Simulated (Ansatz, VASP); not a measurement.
Two plane-wave programs on V

```
V
1.0
     2.55113    0.00000    0.00000
    -1.27557    2.20934    0.00000
     0.00000    0.00000    4.62691
V
2
Cartesian
  0.0000 1.4729 1.1567
  1.2756 0.7364 3.4702
```

Change from the starting cell: volume scaled by 0.94.

Alike in both runs: task single point; functional PBE; k mesh 12 × 12 × 6; occupations fermi-dirac, width 0.05 eV; collinear spin, ferromagnetic start.

|  | VASP | Ansatz |
| --- | --- | --- |
| version | VASP 6.6.1 | Ansatz 0.2.0 |
| potentials or method | VASP PAW PBE potentials, release 64 (V_sv) | Ansatz PAW |
| plane-wave cutoff (eV) | 520 | 420 |
| valence electrons in the cell | 26 | 26 |

Ansatz gave:

| Property | Result |
| --- | --- |
| gap on the k mesh at the Fermi level (eV) | none |
| pressure (GPa) | 11.4 |
| largest component of the traceless stress (GPa) | 0.86 |
| net moment per atom (μB) | 0.00 |

Question: Which values does VASP return?

Answer: gap on the k mesh at the Fermi level (eV): none; pressure (GPa): 11.7; largest component of the traceless stress (GPa): 0.88; net moment per atom (μB): 0.00.

A gap of «none» marks a metal or a gap that the smearing closes. With one functional, cell and mesh, what is left measures potentials, basis and numerics.

Caveats: the starting moments weren't kept (Ansatz).
